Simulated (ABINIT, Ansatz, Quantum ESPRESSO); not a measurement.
# The band gap of KI, sorted by core time

**What was measured.** The band gap of KI (Fm-3m) is reported as 6.32 eV (a printed reference work). The runs below try to reproduce it.

It takes space group Fm-3m (No. 225, cubic). Conventional cell: a = 7.066 Å, b = 7.066 Å, c = 7.066 Å, α = 90.00°, β = 90.00°, γ = 90.00°. I (site symmetry m-3m) has 6 K at 3.53 Å as nearest neighbours. Around K (site symmetry m-3m) lie 6 I at 3.53 Å.

| rung | level | program and potentials | cutoff (eV) | k mesh | task | spin | core time | chip | band gap (eV) | miss (eV) | notes |
| --- | --- | --- | --- | --- | --- | --- | --- | --- | --- | --- | --- |
| GGA | PBEsol | Ansatz, all-electron LAPW, inner shells corrected to Dirac's equation | - | 7 × 7 × 7 | band structure | off | 3.2 s | Intel Xeon 6975P-C Granite Rapids | 3.82 | -2.50 | - |
| GGA | PBEsol | Ansatz, PAW datasets made for the crystal | 200 | 7 × 7 × 7 | band structure | off | 5.2 s | Intel Xeon 6975P-C Granite Rapids | 3.82 | -2.50 | - |
| GGA | PBEsol | Ansatz, all-electron LAPW, relativistic spinors | - | 5 × 5 × 5 | band structure | SOC, no magnetisation | 38 s | Arm Neoverse V1 | 3.49 | -2.83 | - |
| LDA | LDA | ABINIT, JTH PAW LDA v2.0 | 435 | 7 × 7 × 7 | band structure | off | 58 s | Arm Neoverse V2 | 3.60 | -2.72 | - |
| GGA | PBE | ABINIT, JTH PAW PBE v2.0 | 435 | 7 × 7 × 7 | band structure | off | 62 s | Arm Neoverse V2 | 3.96 | -2.36 | - |
| GGA | PBE | Quantum ESPRESSO, PseudoDojo 0.4.1 SR PBE standard | 1007 | 7 × 7 × 7 | band structure | off | 3.3 min | Arm Neoverse V1 | 3.96 | -2.36 | - |
| hybrid | PBE-EpsX | ABINIT, SPMS NC PBE v1.0 | 381 | 6 × 6 × 6 | single point | off | 20 min | Arm Neoverse V2 | 6.25 | -0.07 | coarse mesh; potentials made for PBE; exact-exchange share 1/ε∞ |
| hybrid | PBE0 | ABINIT, SPMS NC PBE v1.0 | 381 | 4 × 4 × 4 | single point | off | 21 min | Arm Neoverse V1 | 5.58 | -0.74 | potentials made for PBE |

Times are single runs on shared hosts and different chips, so they are rough; meshes, cutoffs and the tasks' sizes weigh on the time. Gaps are the least found on the k mesh or the band path, and a mesh can miss the band edges. The cell comes from a database and isn't always the measured one. Meshes differ between rows, which moves values too. All levels ran on this one cell, unrelaxed unless noted. Meshes are those of the run's cell of 2 atoms unless a note names another. Misses use the values as printed. Runs on faulty files, with rough fits or with known faults for this quantity aren't shown.

By rung: LDA 3.60; GGA 3.82 to 3.96; GGA with SOC 3.49; hybrid 5.58; hybrid on coarse meshes 6.25 (eV). Measured: 6.32 eV (a printed reference work). Closest, coarse meshes and atomic bases left aside, is PBE0 (-0.74 eV), and PBE misses by -2.36 eV on plain settings. LDA and GGA gaps fall short mostly because these functionals lack the derivative discontinuity; the runs are for a static lattice, while measurements hold temperature and zero-point motion; rows without SOC leave out spin-orbit coupling, which moves the band edges where heavy atoms are present.
